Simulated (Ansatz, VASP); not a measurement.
**WC (Qusongite): VASP beside Ansatz**

```
W C
1.0
     2.90650    0.00000    0.00000
    -1.45325    2.51710    0.00000
     0.00000    0.00000    2.83660
W C
1 1
Direct
  0.00000 0.00000 0.00000
  0.66667 0.33333 0.50000
```

Alike in both runs: task relaxation of cell and atoms; functional revPBE; dispersion D4; k mesh 10 × 10 × 9; occupations fermi-dirac, width 0.05 eV; no spin polarisation.

|  | VASP | Ansatz |
| --- | --- | --- |
| version | VASP 6.6.1 | Ansatz 0.2.0 |
| potentials or method | VASP PAW PBE potentials, release 64 (W_sv, C) | Ansatz PAW |
| plane-wave cutoff (eV) | 600 | 420 |
| valence electrons in the cell | 18 | 18 |

|  | VASP | Ansatz | Ansatz less VASP |
| --- | --- | --- | --- |
| gap on the k mesh at the Fermi level, each at its own relaxed structure (eV) | none | none | - |
| relaxed volume (Å³/atom) | 10.30 | 10.28 | -0.023 |
| relaxed cell length with the largest relative difference (Å) | 2.831 | 2.828 | -0.0027 |
| energy change over the relaxation (meV/atom) | -1 | -1 | -0.5 |

A gap of «none» marks a metal or a gap that the smearing closes.

Caveats: pairwise dispersion overbinds metals, which lowers pressure and volume; the PAW data sets were made with another functional, which shifts forces and pressure a little (VASP); the plane-wave basis is chosen anew once the cell has moved, so the energies of steps on either side of that aren't comparable (Ansatz); the PAW data sets come from PBE, with cores solved anew for the run's functional, which leaves a small shift of forces and pressure (Ansatz). Spin-orbit coupling is left out, which matters for the levels of W.
